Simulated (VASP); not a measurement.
# GaN: lattice, stiffness and zone-centre modes

What lattice, stiffness and vibrations does GaN have at one level of theory? The starting structure is a computed structure from the Materials Project. All runs use LDA.

Calculated with VASP 6.6.1; Kohn-Sham DFT with plane waves and PAW; LDA.

## 1. The starting structure

Symmetry: F-43m, No. 216, cubic system. Conventional cell: a = 4.507 Å, b = 4.507 Å, c = 4.507 Å, α = 90.00°, β = 90.00°, γ = 90.00°. Nearest to Ga lie 4 N at 1.95 Å. Nearest to N lie 4 Ga at 1.95 Å. Farther neighbours and most contacts between anions are not listed.

## 2. Relaxation

This run starts from the cell of an earlier relaxation, which isn't shown; the restart sets up the plane waves anew.

Input file INCAR:

```
SYSTEM = GaN
PREC = Accurate
ENCUT = 560
EDIFF = 1E-07
NELM = 100
ISMEAR = 0
SIGMA = 0.03
LREAL = .FALSE.
ALGO = Normal
GGA = CA
NBANDS = 15
LORBIT = 11
LWAVE = .FALSE.
LCHARG = .FALSE.
KPAR = 4
IBRION = 2
NSW = 50
ISIF = 3
EDIFFG = -0.002
```

Input file POSCAR:

```
GaN
1.0
    0.0000000000      2.2316513488      2.2316513488
    2.2316513488      0.0000000000      2.2316513488
    2.2316513488      2.2316513488      0.0000000000
Ga N
1 1
Direct
    0.0000000000      0.0000000000      0.0000000000
    0.2500000000      0.2500000000      0.2500000000
```

Input file KPOINTS:

```
Automatic mesh
0
Gamma
8 8 8
0 0 0
```

PAW data sets: Ga_d and N (LDA family, release 64).

The run is started by

```sh
> mpirun -np 4 vasp_std
```

Log:

```text
[banner, memory and clock lines left out]
running    4 mpi-ranks, on    1 nodes
 distrk:  each k-point on    1 cores,    4 groups
 distr:  one band on    1 cores,    1 groups

 POSCAR found type information on POSCAR GaN
 POSCAR found :  2 types and       2 ions
 LDA part: xc-table for (Slater(with rela. corr.)+CA(PZ))
 , standard interpolation
 POSCAR, INCAR and KPOINTS ok, starting setup
 FFT: planning ... GRIDC
 FFT: planning ... GRID_SOFT
 FFT: planning ... GRID
 WAVECAR not read
 entering main loop
       N       E                     dE             d eps       ncg     rms          rms(c)
DAV:   1     0.828406274800E+02    0.82841E+02   -0.97191E+03   950   0.224E+03
DAV:   2    -0.100231253443E+02   -0.92864E+02   -0.85966E+02  1003   0.351E+02
DAV:   3    -0.159432880812E+02   -0.59202E+01   -0.58906E+01   940   0.741E+01
DAV:   4    -0.160116022135E+02   -0.68314E-01   -0.68294E-01  1131   0.836E+00
DAV:   5    -0.160124431489E+02   -0.84094E-03   -0.84093E-03  1024   0.857E-01    0.759E+00
DAV:   6    -0.139999978161E+02    0.20124E+01   -0.52243E+00  1305   0.439E+01    0.267E+00
DAV:   7    -0.139717795444E+02    0.28218E-01   -0.26189E-01   982   0.641E+00    0.168E+00
DAV:   8    -0.139469750396E+02    0.24805E-01   -0.70506E-02  1010   0.297E+00    0.697E-01
DAV:   9    -0.139436986666E+02    0.32764E-02   -0.12245E-02  1179   0.246E+00    0.201E-01
DAV:  10    -0.139437774544E+02   -0.78788E-04   -0.15649E-03  1106   0.575E-01    0.834E-02
DAV:  11    -0.139437022380E+02    0.75216E-04   -0.24451E-04  1333   0.294E-01    0.125E-02
DAV:  12    -0.139437043425E+02   -0.21044E-05   -0.19171E-05   961   0.490E-02    0.216E-03
DAV:  13    -0.139437043094E+02    0.33070E-07   -0.66096E-07  1377   0.154E-02
   1 F= -.13943704E+02 E0= -.13943704E+02  d E =-.139437E+02
 curvature:   0.00 expect dE= 0.000E+00 dE for cont linesearch  0.000E+00
 trial: gam= 0.00000 g(F)=  0.161E-45 g(S)=  0.184E-07 ort = 0.000E+00 (trialstep = 0.100E+01)
 search vector abs. value=  0.185E-07
 reached required accuracy - stopping structural energy minimisation
```

Run time: 2.4 s. Hardware: 4 MPI ranks of Intel Xeon 6975P-C (Granite Rapids), shared host; peak memory 0.48 GiB; 7.4 s of CPU time.

The logs omit lines about the potential files and the build; timing stands in the text.

From OUTCAR (step 2):

```text
ion  position               nearest neighbor table
   1  0.000  0.000  0.000-   2 1.93   2 1.93   2 1.93   2 1.93
   2  0.250  0.250  0.250-   1 1.93   1 1.93   1 1.93   1 1.93

  LATTYP: Found a face centered cubic cell.
 ALAT       =     4.4633026976

 Subroutine GETGRP returns: Found 24 space group operations
 (whereof 24 operations were pure point group operations)

The static configuration has the point symmetry T_d .

 Found     29 irreducible k-points:

   k-points           NKPTS =     29   k-points in BZ     NKDIM =     29   number of bands    NBANDS=     15

   dimension x,y,z NGX =    24 NGY =   24 NGZ =   24
   dimension x,y,z NGXF=    48 NGYF=   48 NGZF=   48

   ENCUT  =  560.0 eV  41.16 Ry    6.42 a.u.   6.09  6.09  6.09*2*pi/ulx,y,z

   NELECT =      18.0000    total number of electrons

 k-points in reciprocal lattice and weights: Automatic mesh
   0.00000000  0.00000000  0.00000000       0.002
   0.12500000  0.00000000  0.00000000       0.016
   0.25000000  0.00000000  0.00000000       0.016
   0.37500000  0.00000000  0.00000000       0.016
   0.50000000  0.00000000  0.00000000       0.008
   0.12500000  0.12500000  0.00000000       0.012
   0.25000000  0.12500000  0.00000000       0.047
   0.37500000  0.12500000  0.00000000       0.047
   0.50000000  0.12500000  0.00000000       0.047
[...]
-0.37500000  0.50000000  0.12500000       0.023
  -0.25000000  0.50000000  0.25000000       0.012

 average (electrostatic) potential at core
       1 -64.4262       2 -61.6942

 E-fermi :   5.5721

 k-point     1 :       0.0000    0.0000    0.0000
  band No.  band energies     occupation
    ...
      5      -7.8773      2.00000
      6      -7.8773      2.00000
      7       5.3590      2.00000
      8       5.3590      2.00000
      9       5.3590      2.00000
     10       7.2962      0.00000
     11      15.6510      0.00000
     12      15.6510      0.00000
     13      15.6510      0.00000
     14      23.0598      0.00000
    ...

 k-point     2 :       0.1250    0.0000    0.0000
  band No.  band energies     occupation
    ...
      5      -7.8792      2.00000
      6      -7.8792      2.00000
      7       3.8442      2.00000
      8       5.1883      2.00000
      9       5.1883      2.00000
     10       8.3959      0.00000
     11      14.9446      0.00000
     12      15.8984      0.00000
     13      15.8984      0.00000
     14      22.6587      0.00000
    ...

 k-point     3 :       0.2500    0.0000    0.0000
  band No.  band energies     occupation
    ...
      5      -7.8724      2.00000
      6      -7.8467      2.00000
      7       1.4393      2.00000
      8       4.8116      2.00000
      9       4.8116      2.00000
     10       9.5588      0.00000
     11      14.1371      0.00000
     12      16.1281      0.00000
     13      16.1281      0.00000
     14      21.3920      0.00000
    ...

  Total        0.0005039      0.0005039      0.0005039      0.0000000      0.0000000      0.0000000
  in kB        0.0363171      0.0363171      0.0363171      0.0000000      0.0000000      0.0000000
  external PRESSURE =       0.0363171 kB  Pullay stress =       0.0000000 kB

  energy-cutoff  :      560.00
  volume of cell :       22.23
      direct lattice vectors                 reciprocal lattice vectors
     0.000000000  2.231651349  2.231651349    -0.224049335  0.224049335  0.224049335
     2.231651349  0.000000000  2.231651349     0.224049335 -0.224049335  0.224049335
     2.231651349  2.231651349  0.000000000     0.224049335  0.224049335 -0.224049335

 POSITION                                       TOTAL-FORCE (eV/Angst)
 -----------------------------------------------------------------------------------
      0.00000      0.00000      0.00000        -0.000000     -0.000000     -0.000000
      1.11583      1.11583      1.11583         0.000000      0.000000      0.000000
 -----------------------------------------------------------------------------------
    total drift:                                0.000002      0.000002      0.000002

  FREE ENERGIE OF THE ION-ELECTRON SYSTEM (eV)
  ---------------------------------------------------
  free  energy   TOTEN  =       -13.9437043094 eV

  energy  without entropy=      -13.9437043094  energy(sigma->0) =      -13.94370431

 reached required accuracy - stopping structural energy minimisation

 total charge
# of ion       s       p       d       tot
------------------------------------------
    1        0.804   0.946  10.194  11.944
    2        1.207   2.508   0.000   3.715
--------------------------------------------------
tot          2.011   3.453  10.194  15.659

[... 3 further parts left out ...]
```

CONTCAR:

```
GaN
   1.00000000000000
     0.0000000000000000    2.2316513487999998    2.2316513487999998
     2.2316513487999998    0.0000000000000000    2.2316513487999998
     2.2316513487999998    2.2316513487999998    0.0000000000000000
  Ga              N
     1     1
Direct
     0.0000000000000000    0.0000000000000000    0.0000000000000000
     0.2500000000000000    0.2500000000000000    0.2500000000000000
```

The run keeps the 24 symmetry operations of its start, so it cannot find a distortion of lower symmetry.

The relaxed cell holds 11.114 Å³ an atom, with a = 4.463 Å (-1.0 % against the database cell). Pressures at 0.985 and 1.015 times this volume, from two more relaxations that aren't shown, give a bulk modulus of 201.7 GPa.

## 3. Elastic constants

Input file INCAR:

```
SYSTEM = GaN
PREC = Accurate
ENCUT = 800
EDIFF = 1E-08
NELM = 100
ISMEAR = 0
SIGMA = 0.03
LREAL = .FALSE.
ALGO = Normal
GGA = CA
NBANDS = 15
LORBIT = 11
LWAVE = .FALSE.
LCHARG = .FALSE.
KPAR = 4
IBRION = 6
NFREE = 2
POTIM = 0.015
ISIF = 3
NSW = 1
```

POSCAR is that of step 2.

Input file KPOINTS:

```
Automatic mesh
0
Gamma
10 10 10
0 0 0
```

The run is started by

```sh
> mpirun -np 4 vasp_std
```

Log:

```text
[... set-up lines as in an earlier step ...]
 entering main loop
       N       E                     dE             d eps       ncg     rms          rms(c)
DAV:   1     0.969356239797E+02    0.96936E+02   -0.11889E+04  1570   0.278E+03
DAV:   2    -0.898262348649E+01   -0.10592E+03   -0.97741E+02  1564   0.390E+02
DAV:   3    -0.159321564347E+02   -0.69495E+01   -0.69117E+01  1571   0.826E+01
DAV:   4    -0.160167427069E+02   -0.84586E-01   -0.84565E-01  1718   0.968E+00
[...]
DAV:  12    -0.139476798690E+02   -0.17499E-05   -0.16143E-05  1655   0.492E-02    0.460E-03
DAV:  13    -0.139476798308E+02    0.38195E-07   -0.62418E-07  2174   0.149E-02    0.206E-03
DAV:  14    -0.139476798340E+02   -0.32819E-08   -0.41263E-08  1669   0.199E-03
   1 F= -.13947680E+02 E0= -.13947680E+02  d E =-.197783E-28
[... from here on, the cycles between the ionic steps are left out ...]
   2 F= -.13943199E+02 E0= -.13943199E+02  d E =-.174761E-24
   3 F= -.13943147E+02 E0= -.13943147E+02  d E =-.232273E-33
   4 F= -.13943199E+02 E0= -.13943199E+02  d E =-.173727E-24
   5 F= -.13943147E+02 E0= -.13943147E+02  d E =-.232023E-33
   6 F= -.13943199E+02 E0= -.13943199E+02  d E =-.173632E-24
   7 F= -.13943147E+02 E0= -.13943147E+02  d E =-.232448E-33
   8 F= -.13944460E+02 E0= -.13944460E+02  d E =-.120831E-22
   9 F= -.13944460E+02 E0= -.13944460E+02  d E =-.121500E-22
  10 F= -.13944460E+02 E0= -.13944460E+02  d E =-.121193E-22
  11 F= -.13944460E+02 E0= -.13944460E+02  d E =-.119296E-22
  12 F= -.13944460E+02 E0= -.13944460E+02  d E =-.120955E-22
  13 F= -.13944460E+02 E0= -.13944460E+02  d E =-.121270E-22
  14 F= -.13946205E+02 E0= -.13946205E+02  d E =-.590649E-23
  15 F= -.13946205E+02 E0= -.13946205E+02  d E =-.589822E-23
  16 F= -.13946205E+02 E0= -.13946205E+02  d E =-.580116E-23
  17 F= -.13946205E+02 E0= -.13946205E+02  d E =-.585278E-23
 Finite differences progress:
  Degree of freedom:   8/  8
  Displacement:        2/  2
  Total:              16/ 16
```

Elapsed: 3.2 min, on 4 MPI ranks; peak memory 1.5 GiB.

From OUTCAR (step 3):

```text
  Total       -0.0007894      0.0039192      0.0039192      0.0000000      0.1368190      0.0000000
  in kB       -0.0569013      0.2824896      0.2824896      0.0000000      9.8616115      0.0000000
  external PRESSURE =       0.1693593 kB  Pullay stress =       0.0000000 kB

 POSITION                                       TOTAL-FORCE (eV/Angst)
 -----------------------------------------------------------------------------------
      0.00000      0.00000      0.00000        -0.196599      0.000000      0.000000
      1.10083      1.11583      1.11583         0.196599      0.000000      0.000000
 -----------------------------------------------------------------------------------
    total drift:                               -0.000033      0.000001      0.000001

  FREE ENERGIE OF THE ION-ELECTRON SYSTEM (eV)
  ---------------------------------------------------
  free  energy   TOTEN  =       -13.9462050774 eV

  energy  without entropy=      -13.9462050774  energy(sigma->0) =      -13.94620508

[... 3 further parts left out ...]
[key lines of the parts left out:]
E-fermi :   5.5819
```

The last energy, forces and stress in OUTCAR belong to the last displaced cell, not to that of POSCAR.

The elastic tensor has C11 = 288.4, C12 = 158.7, C44 = 161.0 GPa; its Hill averages are a bulk modulus of 201.9 and a shear modulus of 111.8 GPa.

## 4. Modes of the relaxed cell

Input file INCAR:

```
SYSTEM = GaN
PREC = Accurate
ENCUT = 560
EDIFF = 1E-08
NELM = 100
ISMEAR = 0
SIGMA = 0.03
LREAL = .FALSE.
ALGO = Normal
GGA = CA
NBANDS = 15
LORBIT = 11
LWAVE = .FALSE.
LCHARG = .FALSE.
KPAR = 4
IBRION = 8
LEPSILON = .TRUE.
LPEAD = .TRUE.
ISIF = 2
```

POSCAR is that of step 3.

Input file KPOINTS:

```
Automatic mesh
0
Gamma
16 16 16
0 0 0
```

The run is started by

```sh
> mpirun -np 4 vasp_std
```

Log:

```text
[... set-up lines as in an earlier step ...]
 entering main loop
       N       E                     dE             d eps       ncg     rms          rms(c)
DAV:   1     0.819387454796E+02    0.81939E+02   -0.99065E+03  4837   0.226E+03
DAV:   2    -0.103212728154E+02   -0.92260E+02   -0.85872E+02  5071   0.344E+02
DAV:   3    -0.159500987325E+02   -0.56288E+01   -0.56066E+01  4840   0.729E+01
DAV:   4    -0.160117138514E+02   -0.61615E-01   -0.61598E-01  5579   0.803E+00
[...]
DAV:  12    -0.139441795453E+02   -0.20773E-05   -0.18891E-05  4924   0.489E-02    0.222E-03
DAV:  13    -0.139441795055E+02    0.39795E-07   -0.66591E-07  6954   0.156E-02    0.172E-03
DAV:  14    -0.139441795090E+02   -0.34725E-08   -0.41151E-08  4831   0.215E-03
   1 F= -.13944180E+02 E0= -.13944180E+02  d E =-.700711E-30
 Linear response reoptimize wavefunctions to high precision
DAV:   1    -0.139441795086E+02    0.39790E-09   -0.15128E-09  3874   0.386E-04
DAV:   2    -0.139441795086E+02   -0.15007E-10   -0.29964E-10  2882   0.186E-04
 Linear response to external field (no local field effect), progress :
[...]
RMM:  14    -0.160870727522E+00    0.35677E-07    0.43170E-09 27090   0.905E-05    0.351E-08
 first order change of Fermi-energy  -0.13502E-01
 force on displaced ion       1 direction 1 : -13.153  -0.000  -0.000
 Born effective charge ion    1 direction 1 :   2.627   0.000   0.000
 Linear response progress:
  Degree of freedom:   2/  2
       N       E                     dE             d eps       ncg     rms          rms(c)
RMM:   1    -0.235840254729E+00   -0.23584E+00    0.93081E-02 43401   0.402E+00
RMM:   2    -0.227049317412E+00    0.87909E-02   -0.84280E-03 32246   0.103E+00    0.143E-01
RMM:   3    -0.228127549510E+00   -0.10782E-02   -0.15368E-03 35680   0.333E-01    0.702E-02
RMM:   4    -0.229328339755E+00   -0.12008E-02   -0.35208E-04 35457   0.132E-01    0.176E-02
[...]
RMM:   9    -0.229347513465E+00    0.30495E-06   -0.27348E-08 37708   0.204E-04    0.112E-05
RMM:  10    -0.229347665621E+00   -0.15216E-06   -0.26932E-08 37035   0.118E-04    0.104E-06
RMM:  11    -0.229347661001E+00    0.46200E-08   -0.27294E-08 36907   0.860E-05    0.305E-07
 first order change of Fermi-energy   0.14464E-01
 force on displaced ion       2 direction 1 : -13.123  -0.000  -0.000
 Born effective charge ion    2 direction 1 :  -2.627   0.000   0.000
 Born effective charges drift removed
 Linear response finished
```

The job ended after 2.8 min (4 MPI ranks; peak memory 3 GiB; 11 min of CPU time).

OUTCAR, selected parts (step 4):

```text
  Total        0.0008595      0.0008595      0.0008595      0.0000000      0.0000000      0.0000000
  in kB        0.0619502      0.0619502      0.0619502      0.0000000      0.0000000      0.0000000
  external PRESSURE =       0.0619502 kB  Pullay stress =       0.0000000 kB

 POSITION                                       TOTAL-FORCE (eV/Angst)
 -----------------------------------------------------------------------------------
      0.00000      0.00000      0.00000         0.000000      0.000000      0.000000
      1.11583      1.11583      1.11583        -0.000000     -0.000000     -0.000000
 -----------------------------------------------------------------------------------
    total drift:                                0.000002      0.000002      0.000002

 MACROSCOPIC STATIC DIELECTRIC TENSOR (including local field effects in DFT)
 ------------------------------------------------------
           5.723621    -0.000000     0.000000
           0.000000     5.723621    -0.000000
           0.000000    -0.000000     5.723621
 ------------------------------------------------------

 MACROSCOPIC STATIC DIELECTRIC TENSOR IONIC CONTRIBUTION
 ------------------------------------------------------
           4.275049    -0.000000     0.000000
          -0.000000     4.275049     0.000000
           0.000000     0.000000     4.275049
 ------------------------------------------------------

[... 1 part as in an earlier step ...]

[... 1 further part left out ...]
```

The zone-centre modes at 11.114 Å³ an atom are T2 553.3 cm⁻¹.

(Continued in part 2 of 2.)

[Lines on the potential files, build, host, timing and source positions are cut from VASP's logs without a mark.]

[Logs are printed without paths, hosts, clocks, repeated set-up lines and the standing remarks that a program may print on its own settings, such as how far it seeks lower states.]

[Hosts, paths, dates, database ids (printed as entryN), source tags and the programs' standing remarks are cut or masked in the printed files.]
